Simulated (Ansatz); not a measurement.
# CuO (WC type): one cell, many starting occupations (series 2)

DFT+U has many self-consistent solutions. How far apart do the states of CuO (WC type) lie when only the starting occupations change? Cell and atoms stay fixed. The start comes from a prototype table, not from a measured structure.

Program: Ansatz 0.2.0. Level of theory: DFT PBE+U (U_eff = 6 eV on Cu d), plane waves, PAW. These are calculated values, not measurements.

## 1. The starting structure

It takes space group P-6m2 (No. 187, hexagonal). Conventional cell: a = 2.836 Å, b = 2.836 Å, c = 2.768 Å, α = 90.00°, β = 90.00°, γ = 120.00°. Around Cu (site symmetry -6m2) lie 6 O at 2.14 Å. Around O (site symmetry -6m2) lie 6 Cu at 2.14 Å.

As a file:

```xyz
2
Lattice="2.8363 0.0000 0.0000 -1.4182 2.4563 0.0000 0.0000 0.0000 2.7681" Properties=species:S:1:pos:R:3 pbc="T T T"
Cu    0.0000    0.0000    0.0000
O     1.4182    0.8188    1.3841
```

Magnetic order typed: ferromagnetic.

The runs: from atoms, default search; random orbitals: single harmonics, second filling; random orbitals: fully mixed, first filling; random orbitals: single harmonics, first filling; random orbitals: fully mixed, one electron more.

An earlier series on this cell reached its lowest free state from «from atoms, symmetry kept, no search», perhaps among other starts.

## 2. From atoms, default search

File input.yaml:

```yaml
crystal:
  lattice:
    - [2.83632511, 0.0, 0.0]
    - [-1.41816255, 2.4563296, 0.0]
    - [0.0, 0.0, 2.76811278]
  atoms:
    - { symbol: Cu, position: [0.0, 0.0, 0.0], spin: 1.0 }
    - { symbol: O, position: [0.6666666667, 0.3333333333, 0.5] }
basis:
  ecutwfc: 420
  ecutrho_ratio: 4
kpoints:
  mp_grid: { grid: [8, 8, 7] }
hamiltonian:
  xc: pbe
  hubbard: { sites: [{ site: 0, l: d, u_eff: 6.0 }] }
scf:
  occupations: { method: gaussian, width: 0.05 }
output:
  forces: true
  stress: true
  eigenvalues: true
  populations: true
  hubbard: { sites: [{ site: 0, l: d }] }
  write_density: true
  write_potential: true
  elf: true
  volumetric_format: npy
magnetization:
  spin_polarized: true
```

Launch:

```bash
ansatz run input.yaml --threads 2 --pin off --max-ram 3072MiB --backend cpu --events-out ev --progress --plain --runs-dir out
```

The program printed:

```text
Warning: RAYON_NUM_THREADS=2 ignored (pool sized by the plan → 2); use --threads N
Cu: projections on atomic orbitals take those of the free atom [Ne] 3s2 3p6 3d10 4s1, of charge +0.00 (hamiltonian.pseudopotentials.projection_atoms); the dataset's partial waves leave at most 2.0e-6 of an orbital's norm unspanned inside its sphere
O: projections on atomic orbitals take those of the free atom [He] 2s2 2p4, of charge +0.00 (hamiltonian.pseudopotentials.projection_atoms); the dataset's partial waves leave at most 1.9e-8 of an orbital's norm unspanned inside its sphere
Engine: ansatz 0.2.0, aarch64-unknown-linux-gnu
Pseudopotentials: kind: paw
Pseudopotential: Cu, paw, valence charge 19, recommended cutoff 420 eV (normal), Cu.paw.azcp
Pseudopotential: O, paw, valence charge 6, recommended cutoff 420 eV (normal), O.paw.azcp
Functional definition: PBE
  parameter kappa = 0.804
  parameter beta = 0.06672455060314922
  exchange = pbe_x(kappa = kappa, mu = beta*pi^2/3)
  correlation = pbe_c(beta = beta)
Crystal: 2 atoms, lattice volume = 19.285 Å³
Basis set: ecut = 420 eV, 405 PW (Γ), exchange–correlation on 40×40×40 points (8 copies of the dense FFT grid, shifted against one another)
Bands: 17, of which v1, the nominal top of the filled ones, is band 13 counted from 1 (12 counted from 0)
Symmetry: 12 space group operations
Space group: P-6m2 (ITA 187), of the structure as read, at distance tolerance 2.7e-5 Å
Magnetic group: BNS 187.209 (UNI 1439), of the structure as read, at distance tolerance 2.7e-5 Å
k-points: 40 of 448 (time reversal used)
Non-local potential: Cu, projectors of the file, l = 0: 3, l = 1: 2, l = 2: 3, l = 3: 1
Non-local potential: O, projectors of the file, l = 0: 2, l = 1: 2, l = 2: 1
PAW form: soft (Blöchl's): semilocal exchange-correlation on the pseudo side does not see the compensation charge
PAW one-centre angular grid: Cu, 590 points (default); XC on 64 Gauss nodes
PAW one-centre angular grid: O, 110 points (default); XC on 64 Gauss nodes
Initial density: superposition of atomic densities (chi_scale 0.1, normalization cell, long waves kept (reshape's long-wave potential 0.00 eV rms))
Starting moments: Σ|m| = 1 μB on 1 of 2 sites
Initial wavefunctions: pseudopotential atomic-orbital guess
Functional: x = pbe(κ = 0.804, μ = 0.2195149727645171), c = pbe(β = 0.06672455060314922)
SCF iter   1: F=—  HF=-7189.358273 eV  |F-HF|=—  |Δ(HF+E_count)|=         —  Δρ=1.46e-1 (↑5.93e-2 ↓1.46e-1)  dr2=2.14e0  dr2_m=1.57e0  M=0.319 μB ∫|m|=0.332 μB  β_m=0.30  ethr=3.10e-3  ⟨swp⟩=4.8  Hψ=5727  notcnv=0
preconditioner: auto → none  [metal: Δε(μ)=0.025 eV  Ē_g=16.484 eV  σ=0.050 eV  W_gap=0.27  n_scr=8 (ndim 8)  ℏωp=34.9 eV  f_vac=0.000  D(μ)=2.03/eV (n_scr^D=20)  sad-step TF]
SCF iter   2: F=—  HF=-7189.114932 eV  |F-HF|=—  |Δ(HF+E_count)|=   2.43e-1  Δρ=5.79e-2 (↑5.79e-2 ↓5.73e-2)  dr2=6.26e-2  dr2_m=5.43e-1  M=0.515 μB ∫|m|=0.526 μB  β_m=0.30  ethr=3.10e-3  ⟨swp⟩=2.5  Hψ=2759  notcnv=0  defer=24
SCF iter   3: F=—  HF=-7189.186034 eV  |F-HF|=—  |Δ(HF+E_count)|=   7.11e-2  Δρ=4.04e-2 (↑4.04e-2 ↓4.00e-2)  dr2=1.50e-2  dr2_m=2.71e-1  M=0.559 μB ∫|m|=0.572 μB  β_m=0.30  ethr=2.50e-4  ⟨swp⟩=2.1  Hψ=2687  notcnv=0  defer=14
SCF iter   4: F=—  HF=-7189.250322 eV  |F-HF|=—  |Δ(HF+E_count)|=   6.43e-2  Δρ=3.08e-2 (↑3.08e-2 ↓2.42e-2)  dr2=7.26e-3  dr2_m=1.29e-1  M=0.588 μB ∫|m|=0.604 μB  β_m=0.30  ethr=5.98e-5  ⟨swp⟩=2.0  Hψ=2292  notcnv=0  defer=14
SCF iter   5: F=—  HF=-7189.290321 eV  |F-HF|=—  |Δ(HF+E_count)|=   4.00e-2  Δρ=2.22e-2 (↑2.22e-2 ↓1.67e-2)  dr2=5.76e-3  dr2_m=6.63e-2  M=0.603 μB ∫|m|=0.623 μB  β_m=0.30  ethr=2.90e-5  ⟨swp⟩=2.0  Hψ=2589  notcnv=0  defer=14
SCF iter   6: F=—  HF=-7189.301395 eV  |F-HF|=—  |Δ(HF+E_count)|=   1.11e-2  Δρ=1.59e-2 (↑1.59e-2 ↓1.32e-2)  dr2=1.49e-3  dr2_m=3.75e-2  M=0.618 μB ∫|m|=0.641 μB  β_m=0.30  ethr=2.30e-5  ⟨swp⟩=1.0  Hψ=1717  notcnv=0  defer=13
SCF iter   7: F=—  HF=-7189.307421 eV  |F-HF|=—  |Δ(HF+E_count)|=   6.03e-3  Δρ=1.20e-2 (↑1.07e-2 ↓1.20e-2)  dr2=3.29e-4  dr2_m=2.27e-2  M=0.632 μB ∫|m|=0.658 μB  β_m=0.30  ethr=5.98e-6  ⟨swp⟩=1.5  Hψ=1620  notcnv=0  defer=13
Mixer restart at iter 7: flushing history
spin-set hold released at iteration 7 (site moments contracting): the magnetisation degrees of freedom join the quasi-Newton model from the next iteration; the mixer history was flushed
SCF iter   8: F=—  HF=-7189.311395 eV  |F-HF|=—  |Δ(HF+E_count)|=   3.97e-3  Δρ=8.65e-3 (↑8.65e-3 ↓8.35e-3)  dr2=4.56e-5  dr2_m=1.28e-2  M=0.648 μB ∫|m|=0.677 μB  β_m=0.65  ethr=1.31e-6  ⟨swp⟩=2.0  Hψ=1957  notcnv=0  defer=13
SCF iter   9: F=—  HF=-7189.322293 eV  |F-HF|=—  |Δ(HF+E_count)|=   1.09e-2  Δρ=9.11e-3 (↑7.85e-3 ↓9.11e-3)  dr2=1.59e-2  dr2_m=7.83e-3  M=0.751 μB ∫|m|=0.786 μB  β_m=0.66  ethr=1.82e-7  ⟨swp⟩=3.1  Hψ=3208  notcnv=0  defer=13
[... 58 lines left out ...]
SCF iter  68: F=—  HF=-7189.305047 eV  |F-HF|=—  |Δ(HF+E_count)|=   1.03e-2  Δρ=8.14e-3 (↑7.37e-3 ↓8.14e-3)  dr2=1.33e-3  dr2_m=1.01e-2  M=0.497 μB ∫|m|=0.520 μB  β_m=0.04  ethr=5.97e-8  ⟨swp⟩=3.0  Hψ=3356  notcnv=0  defer=15
SCF iter  69: F=—  HF=-7189.314070 eV  |F-HF|=—  |Δ(HF+E_count)|=   9.02e-3  Δρ=6.23e-3 (↑6.21e-3 ↓6.23e-3)  dr2=3.91e-4  dr2_m=6.67e-3  M=0.627 μB ∫|m|=0.660 μB  β_m=0.11  ethr=5.97e-8  ⟨swp⟩=3.1  Hψ=3247  notcnv=0  defer=14
SCF iter  70: F=—  HF=-7189.295156 eV  |F-HF|=—  |Δ(HF+E_count)|=   1.89e-2  Δρ=9.54e-3 (↑9.00e-3 ↓9.54e-3)  dr2=1.31e-3  dr2_m=1.44e-2  M=0.373 μB ∫|m|=0.387 μB  β_m=0.03  ethr=5.97e-8  ⟨swp⟩=3.0  Hψ=3510  notcnv=0  defer=18
SCF iter  71: F=—  HF=-7189.315012 eV  |F-HF|=—  |Δ(HF+E_count)|=   1.99e-2  Δρ=5.66e-3 (↑5.66e-3 ↓5.03e-3)  dr2=8.09e-5  dr2_m=5.02e-3  M=0.638 μB ∫|m|=0.680 μB  ethr=5.97e-8  ⟨swp⟩=2.8  Hψ=7368  notcnv=0
Mixer restart at iter 71: flushing history
iteration 71: the SCF's residuals had fallen too slowly under its mixing. It goes on by minimising its free energy, and can end on another state than longer mixing would; under `scf.algorithm: density_mixing` no SCF does so, but by `scf.convergence.dm_fallback`
SCF iter  72: F=—  HF=-7189.343112 eV  |F-HF|=—  |Δ(HF+E_count)|=   2.81e-2  Δρ=2.02e-3 (↑1.06e-3 ↓2.02e-3)  dr2=1.26e-4  dr2_m=4.06e-4  M=1.000 μB ∫|m|=1.062 μB  ethr=5.97e-8  ⟨swp⟩=3.4  Hψ=10057  notcnv=0
SCF iter  73: F=—  HF=-7189.343316 eV  |F-HF|=—  |Δ(HF+E_count)|=   2.03e-4  Δρ=8.49e-4 (↑4.01e-4 ↓8.49e-4)  dr2=1.72e-4  dr2_m=2.21e-5  M=1.000 μB ∫|m|=1.066 μB  ethr=5.97e-8  ⟨swp⟩=2.5  Hψ=5559  notcnv=0
SCF iter  74: F=—  HF=-7189.343286 eV  |F-HF|=—  |Δ(HF+E_count)|=   3.03e-5  Δρ=1.65e-4 (↑6.79e-5 ↓1.65e-4)  dr2=6.95e-6  dr2_m=5.34e-7  M=1.000 μB ∫|m|=1.067 μB  ethr=5.97e-8  ⟨swp⟩=2.4  Hψ=5249  notcnv=0
SCF iter  75: F=-7189.343283 eV  HF=-7189.343283 eV  |F-HF|=9.69e-10  |Δ(HF+E_count)|=   2.09e-6  Δρ=5.54e-6 (↑5.54e-6 ↓3.51e-6)  dr2=2.64e-9  dr2_m=2.41e-9  M=1.000 μB ∫|m|=1.067 μB  ethr=4.00e-10  ⟨swp⟩=6.5  Hψ=8047  notcnv=0
SCF iter  76: F=-7189.343283 eV  HF=-7189.343283 eV  |F-HF|=9.67e-10  |Δ(HF+E_count)|=  9.09e-13  Δρ=5.54e-6 (↑5.54e-6 ↓3.51e-6)  dr2=2.64e-9  dr2_m=2.41e-9  M=1.000 μB ∫|m|=1.067 μB  ethr=1.06e-11  ⟨swp⟩=4.4  Hψ=7739  notcnv=0
SCF 1 converged in 76 iterations: F = -7189.343283 eV  dr2 = 2.64e-9
SCF converged after 76 iterations
Magnetization: 1.0000 μB (13.0000 up, 12.0000 down)
Absolute magnetization: 1.0652 μB (∫|ρ↑−ρ↓|, with the PAW one-centre terms)
Spin contamination: 0.0040 ħ² per cell (⟨S²⟩ above its minimum at these occupations)
Per-site moments (μB) at R_I (Å): [(0.40880734956116216, 0.8844438785391029), (0.5999363077747065, 0.8844438785391029)]
Free energy (F): -7189.343283 eV
Harris-Foulkes:  -7189.343283 eV  (|F-HF|=9.67e-10)
Internal energy: -7189.342467 eV  (E = F + TS)
E sigma→0 (E₀):  -7189.342875 eV
Entropy (-TS):   -0.000816 eV (-0.408 meV/atom)
Fermi energy:    11.798500 eV
--- Per-component energies (eV) ---
  E_band       = -418.952455
  E_kinetic    = 471.428554
  E_local      = -4675.917927  (includes V_loc(G=0)·N_el)
  E_nonlocal   = 450.355152
  E_hartree    = 2035.565260
  E_xc         = -160.789773
  E_vxc        = -206.376278  (∫ρ·V_xc dr)
  E_hubbard    = 1.017859  (on-site DFT+U / exact-exchange correction)
  E_vhub       = -26.779442  (the Hubbard potential's part of the band-sum identity)
  E_paw        = -1829.165749  (= ΣΔE_a)
  E_vpaw       = -502.793123  (= ΣTr[D̂ρ^β])
  E_aug_tail   = 0.002401  (compensation charges beyond the density's cutoff)
  E_ewald      = -3481.838246
  E_smearing   = -0.000816  (= −TS)
  E_closure    = -0.000000  (closes the sum)
  Σ components = -7189.343283   (vs F -7189.343283, Δ=0.00e0)
--- Forces (eV/Å), atoms counted from 1 ---
  atom   1  Cu    -0.00000000     0.00000000     0.00000000
  atom   2  O      0.00000000    -0.00000000    -0.00000000
  max |Σ_I F_I| component: 4.63e-17 eV/Å
--- Stress (GPa, compression-positive) ---
        7.666216       0.000000       0.000000
        0.000000       7.666216       0.000000
        0.000000       0.000000       1.468824
  P = ⅓ Tr σ = 5.6004 GPa (56.004 kbar)
--- Band table (eV; the first three rows and the last of 80) ---
  k-point 0 ↑: bands = ["-98.8752", "-56.3904", "-56.2009", "-56.2009", "-7.3510", "7.0376", "7.0428", "7.0428", "8.3165", "8.3165", "9.2364", "11.1132", "11.1132", "13.5049", "27.8034", "29.2558", "29.2558"]
  k-point 1 ↑: bands = ["-98.8751", "-56.3949", "-56.2005", "-56.2005", "-7.1984", "6.6425", "7.1183", "7.1183", "8.1861", "8.1861", "8.7710", "11.1377", "11.1377", "14.5251", "26.4046", "29.7142", "29.7142"]
  k-point 2 ↑: bands = ["-98.8755", "-56.4045", "-56.1998", "-56.1998", "-6.8273", "5.3651", "7.2622", "7.2622", "7.9671", "7.9671", "8.7632", "11.1396", "11.1396", "16.4075", "23.7545", "31.0464", "31.0464"]
  k-point 39 ↓: bands = ["-98.3383", "-55.7831", "-55.7560", "-55.7497", "-4.7515", "6.1655", "6.4659", "8.2145", "8.4292", "9.2171", "10.2206", "10.9339", "12.7920", "18.7602", "20.9831", "25.3887", "27.3448"]
Occupation matrices written to <dir>
--- Löwdin populations: 2 sites ---
  site symbol       q [e]    m [muB]
     0     Cu     18.1015     0.3297
     1      O      6.7951     0.6784
  spilling = 0.004137 (of n_electrons = 25.000000)
--- Occupation matrices: 1 shell (run DFT+U table (all-electron-ortho-atomic); ε = 1.16e-2) ---
  Cu0 d_3D: site group D3h (-6m2)
  Cu0 d_3D up     Tr n = 4.9845  λ = 0.996 0.996 0.997 0.997 0.997  [5× z2 0.20 E''(0.40)]
  Cu0 d_3D dn     Tr n = 4.6205  λ = 0.835 0.835 0.977 0.977 0.996  [2× xz 0.50 E''(1.00) | 2× x2-y2 0.50 E'(1.00) | z2 1.00 A1'(1.00)]
  Tr n, λ and their labels are of the run-group-symmetrised matrices; stabiliser: 12 of 24 elements of G0×{1,Θ} (closed), max defect 3.7e-15 at τ = 2.5e-3
```

Run time: 28 s. Hardware: 2 threads of Arm Neoverse N1, shared host; peak memory 0.35 GiB.

It ends with no gap, pressure 5.6 GPa, moments in spheres Cu 0.41; O 0.60 μB, largest force component 0.00 eV/Å, 12 symmetry operations imposed.

The shells' filling, with natural orbitals sorted by occupation:

```
         shell  channel  electrons  over 0.8  0.2 to 0.8  under 0.2
Cu 3d (atom 1)       up       4.98         5           0          0
Cu 3d (atom 1)     down       4.62         5           0          0
```

Density in a lattice plane of the grid's cell (edges 2.84 and 2.77 Å, at 0.333 of the third edge), which holds O.

Values in e/Å³, 12 rows by 12 columns:
```
0.37 0.59 0.70 0.58 0.37 0.26 0.22 0.22 0.22 0.22 0.22 0.25
0.30 0.37 0.42 0.37 0.30 0.29 0.34 0.43 0.48 0.43 0.34 0.29
0.28 0.25 0.25 0.25 0.28 0.41 0.70 1.09 1.33 1.09 0.70 0.41
0.30 0.20 0.17 0.20 0.30 0.66 1.51 2.80 3.54 2.80 1.51 0.66
0.35 0.19 0.14 0.19 0.36 1.01 2.74 5.18 6.36 5.17 2.73 1.00
0.38 0.18 0.14 0.18 0.39 1.20 3.45 6.37 7.63 6.36 3.44 1.20
0.35 0.19 0.14 0.19 0.36 1.01 2.74 5.18 6.36 5.17 2.73 1.00
0.30 0.20 0.17 0.20 0.30 0.66 1.51 2.80 3.54 2.80 1.51 0.66
0.28 0.25 0.25 0.25 0.28 0.41 0.70 1.09 1.33 1.09 0.70 0.41
0.30 0.37 0.42 0.37 0.30 0.29 0.34 0.43 0.48 0.43 0.34 0.29
0.37 0.59 0.70 0.58 0.37 0.26 0.22 0.22 0.22 0.22 0.22 0.25
0.43 0.73 0.88 0.71 0.41 0.25 0.19 0.16 0.16 0.16 0.19 0.24
```
Columns run along the first of these edges and rows up along the second, over one cell in 12 and 12 even steps from the bottom left corner. Atoms in the plane (fractional): O at (0.67, 0.50).

ELF in the same plane.

Ten even steps from '0' (0.08) to '9' (0.81):
```
011111110000000000000000
001111100000011111110000
000000000001223444322100
000000000013456777654310
000000000235688898886532
100000001357899999998753
310000013579999999999975
420000024689998767899986
521000125799987545789997
531000135799986424689997
521000125799987545789997
420000024689998767899986
310000013579999999999975
100000001357899999998753
000000000235688898886532
000000000013456777654310
000000000001223444322100
001111100000011111110000
011111110000000000000000
011111110000000000000000
```
Columns run along the first of these edges and rows up along the second, over one cell in 24 and 20 even steps from the bottom left corner. Atoms in the plane (fractional): O at (0.67, 0.50).

Both are smooth fields of the valence electrons: close to the nuclei they are not physical.

Spin density (up less down) in a lattice plane of the grid's cell (edges 2.84 and 2.77 Å, at 0.333 of the third edge), which holds O.

Ten even steps from ' ' (-0.01 e/Å³) to '@' (0.94 e/Å³):
```
                                                
                                                
                                                
                                                
                            ..........          
                        ....::::::::::....      
                      ....::====++====::....    
                      ..--==**######**==--..    
                    ..::==**##%%@@%%##**==::..  
                    ..::==##%%@@@@@@%%##==::..  
                    ..::==**##%%@@%%##**==::..  
                      ..--==**######**==--..    
                      ....::====++====::....    
                        ....::::::::::....      
                            ..........          
                                                
                                                
                                                
                                                
                                                
```
Columns run along the first of these edges and rows up along the second, over one cell in 24 and 20 even steps from the bottom left corner. Atoms in the plane (fractional): O at (0.67, 0.50).

Maxima of ELF outside the ion cores: 0.82 in the shell around O, 0.6 Å from O.

ELF in the plane through atom 1 (Cu) and two of its nearest O neighbours, 7.2 Å on a side, that atom in the middle and its first bond to the right.

Ten even steps from ' ' (0.03) to '@' (0.93):
```
::::..  ..++%%%%%%**::                      ..::==
            ..::::..    ..::::..            ..==%%
        ..........  ..==##%%%%**::        ....--++
      ..::++##++::..::##%%**##%%**..        ......
      ..::**@@**::..--%%##==**%%**::              
      ....::--::..  ::**%%%%%%##--..              
        ........      ..--====::    ......        
                      ......      --++##**==..    
                    ..==++--..  ::##%%##%%%%++..  
::--::            ..::##@@##::..--%%##--**%%**::  
%%%%##++..        ..::--++==..  ::##%%##%%%%==..  
****%%##--        ..........    ..--++****--..    
**==%%%%--..                      ....        ::==
%%%%%%++..                      ..::--::..  ::**%%
----::..    ......            ..::**@@**::..--%%##
....    ::==####**--          ..::++##++::  --%%%%
++::....++%%%%##%%##--        ......::....  ..==##
%%==....**%%++==##%%--..                        ..
==::....++%%%%%%%%**::                      ..::::
```
Atoms in the plane (Å from the middle): O (2.1, 0.0), O (0.4, 2.1), Cu (1.8, -2.1), Cu (0.0, 0.0), Cu (-1.8, 2.1), O (-1.6, -3.2), O (-3.4, -1.1).

## 3. Random orbitals: single harmonics, second filling

File input.yaml:

```yaml
crystal:
  lattice:
    - [2.83632511, 0.0, 0.0]
    - [-1.41816255, 2.4563296, 0.0]
    - [0.0, 0.0, 2.76811278]
  atoms:
    - { symbol: Cu, position: [0.0, 0.0, 0.0], spin: 1.0 }
    - { symbol: O, position: [0.6666666667, 0.3333333333, 0.5] }
basis:
  ecutwfc: 420
  ecutrho_ratio: 4
kpoints:
  mp_grid: { grid: [8, 8, 7] }
hamiltonian:
  xc: pbe
  hubbard:
    sites:
      - { site: 0, l: d, u_eff: 6.0, starting_ns: [{ spin: up, occupation_matrix: s0up }, { spin: down, occupation_matrix: s0down }] }
    occupation_matrices:
      s0up:
        matrix:
          - [0.97, 0.0, 0.0, 0.0, 0.0]
          - [0.0, 0.97, 0.0, 0.0, 0.0]
          - [0.0, 0.0, 0.97, 0.0, 0.0]
          - [0.0, 0.0, 0.0, 0.97, 0.0]
          - [0.0, 0.0, 0.0, 0.0, 0.97]
      s0down:
        matrix:
          - [0.02, 0.0, 0.0, 0.0, 0.0]
          - [0.0, 0.97, 0.0, 0.0, 0.0]
          - [0.0, 0.0, 0.97, 0.0, 0.0]
          - [0.0, 0.0, 0.0, 0.97, 0.0]
          - [0.0, 0.0, 0.0, 0.0, 0.97]
    ns_hold: { iters: 12 }
scf:
  occupations: { method: gaussian, width: 0.05 }
  lower_state_search: "off"
  max_iter: 150
output:
  forces: true
  stress: true
  eigenvalues: true
  populations: true
  hubbard: { sites: [{ site: 0, l: d }] }
magnetization:
  spin_polarized: true
```

The typed matrices put 0.97 on the chosen orbitals and 0.02 on the others, and are held for 12 cycles.

Launch:

```bash
ansatz run input.yaml --threads 2 --pin off --max-ram 3072MiB --backend cpu --events-out ev --progress --plain --runs-dir out
```

The program printed, shortened:

```text
Warning: RAYON_NUM_THREADS=2 ignored (pool sized by the plan → 2); use --threads N
Cu: projections on atomic orbitals take those of the free atom [Ne] 3s2 3p6 3d10 4s1, of charge +0.00 (hamiltonian.pseudopotentials.projection_atoms); the dataset's partial waves leave at most 2.0e-6 of an orbital's norm unspanned inside its sphere
O: projections on atomic orbitals take those of the free atom [He] 2s2 2p4, of charge +0.00 (hamiltonian.pseudopotentials.projection_atoms); the dataset's partial waves leave at most 1.9e-8 of an orbital's norm unspanned inside its sphere
[...]
[... 4 set-up lines as earlier in the session ...]
[...]
Crystal: 2 atoms, lattice volume = 19.285 Å³
Basis set: ecut = 420 eV, 405 PW (Γ), exchange–correlation on 40×40×40 points (8 copies of the dense FFT grid, shifted against one another)
[...]
WARN: hamiltonian.hubbard: on 1 of 2 specified blocks the occupation matrix of this SCF's result fails the test of the specified filling. At site 0 ↓ (sites count from 0 in the list of atoms of the cell that this SCF solves) the least filled combination of the orbitals specified full has [...]
  k-point 0 ↑: bands = ["-98.3418", "-55.7643", "-55.7372", "-55.7372", "-6.4850", "7.2161", "7.5674", "7.5674", "9.9682", "9.9682", "10.1433", "12.0870", "12.0870", "13.7635", "27.8668", "29.3308", "29.3308"]
[...]
Occupation matrices written to <dir>
--- Löwdin populations: 2 sites ---
  site symbol       q [e]    m [muB]
     0     Cu     18.1015    -0.3297
     1      O      6.7951    -0.6784
  spilling = 0.004137 (of n_electrons = 25.000000)
--- Occupation matrices: 1 shell (run DFT+U table (all-electron-ortho-atomic); ε = 4.26e-4) ---
  Cu0 d_3D: site group D3h (-6m2)
  Cu0 d_3D up     Tr n = 4.6205  λ = 0.835 0.835 0.977 0.977 0.996  [2× xz 0.50 E''(1.00) | 2× x2-y2 0.50 E'(1.00) | z2 1.00 A1'(1.00)]
  Cu0 d_3D dn     Tr n = 4.9845  λ = 0.996 0.996 0.997 0.997 0.997  [2× x2-y2 0.50 E'(1.00) | 3× z2 0.33 E''(0.67)]
  specified occupation → Cu0 d_3D up: matrix, ‖Δ‖_F = 0.1932, Tr Δ = +0.2295, displaced = 0.1556, d_λ = 0.1932; orbital distance = 0.0000
  specified occupation → Cu0 d_3D dn: matrix, ‖Δ‖_F = 0.9788, Tr Δ = -1.0845, displaced = 0.5423, d_λ = 0.9779; orbital distance = 1.2247
  Tr n, λ and their labels are of the run-group-symmetrised matrices; stabiliser: 12 of 24 elements of G0×{1,Θ} (closed), max defect 3.7e-15 at τ = 9.0e-5
```

Wall time 17 s (2 threads of Arm Neoverse N1, shared host); peak memory 0.3 GiB.

Result: no gap, pressure 5.6 GPa, moments in spheres Cu -0.41; O -0.60 μB, largest force component 0.00 eV/Å, 12 symmetry operations imposed. The program reports that the typed filling wasn't kept.

The shells' filling, with natural orbitals sorted by occupation:

```
         shell  channel  electrons  over 0.8  0.2 to 0.8  under 0.2
Cu 3d (atom 1)       up       4.62         5           0          0
Cu 3d (atom 1)     down       4.98         5           0          0
```

(Part 1 of 2 ends here.)
